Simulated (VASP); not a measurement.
An input for Quantum ESPRESSO's pw.x (written as the equivalent of a VASP run, and not itself run):

```
&CONTROL
  calculation = 'scf'
  pseudo_dir = './pseudo'
  outdir = './out'
  tprnfor = .true.
  tstress = .true.
/
&SYSTEM
  ibrav = 0
  nat = 5
  ntyp = 3
  ecutwfc = 84
  occupations = 'smearing'
  smearing = 'fermi-dirac'
  degauss = 0.003675
  input_dft = 'pbesol'
/
&ELECTRONS
  conv_thr = 7.3e-08
  electron_maxstep = 100
/
ATOMIC_SPECIES
  Ba 137.327 Ba.upf
  Sn 118.710 Sn.upf
  O 15.999 O.upf
CELL_PARAMETERS angstrom
     4.1434700    0.0000000    0.0000000
     0.0000000    4.1434700    0.0000000
     0.0000000    0.0000000    4.1434700
ATOMIC_POSITIONS crystal
  Ba   0.5000000  0.5000000  0.5000000
  Sn   0.0000000  0.0000000  0.0000000
  O    0.0000000  0.5000000  0.0000000
  O    0.5000000  0.0000000  0.0000000
  O    0.0000000  0.0000000  0.5000000
K_POINTS automatic
  6 6 6 1 1 1
```

**Question.** Write the VASP files for the same calculation (PBEsol).

**Answer.** One answer among several that fit: 
### KPOINTS
```
Regular mesh
0
Gamma
  6 6 6
0.5 0.5 0.5
```

INCAR:
```
! general
SYSTEM  = BaSnO3
PREC    = Accurate
ENCUT   = 400
LREAL   = .FALSE.
LASPH   = .TRUE.

! electronic loop
EDIFF   = 1E-6
NELM    = 100
ALGO    = Normal
LMAXMIX = 4

! smearing
ISMEAR  = -1
SIGMA   = 0.05

! functional
GGA     = PS

! ions
ISIF    = 2

! output
LWAVE   = .FALSE.
LCHARG  = .FALSE.
```

### POSCAR
```
BaSnO3
1.0
  4.1434700000   0.0000000000   0.0000000000
  0.0000000000   4.1434700000   0.0000000000
  0.0000000000   0.0000000000   4.1434700000
Ba Sn O
1 1 3
Cart
  2.0717350000   2.0717350000   2.0717350000
  0.0000000000   0.0000000000   0.0000000000
  0.0000000000   2.0717350000   0.0000000000
  2.0717350000   0.0000000000   0.0000000000
  0.0000000000   0.0000000000   2.0717350000
```

POTCAR, in this order: Ba_sv Sn_d O (PBE.64 set). Program: vasp_std.

Limits of the translation: the potentials are each code's own (VASP's PAW set, PseudoDojo norm-conserving files in pw.x), so ENCUT and ecutwfc are chosen apart and not converted; conv_thr bounds pw.x's estimated SCF error, while EDIFF bounds the energy change between steps.

The structure comes from a computed database's BaSnO3 entry; how it stands against other phases isn't given here. The cell was not relaxed at this level. The run is one of a series of settings (GGA = PS against the base run), some of them coarse on purpose.
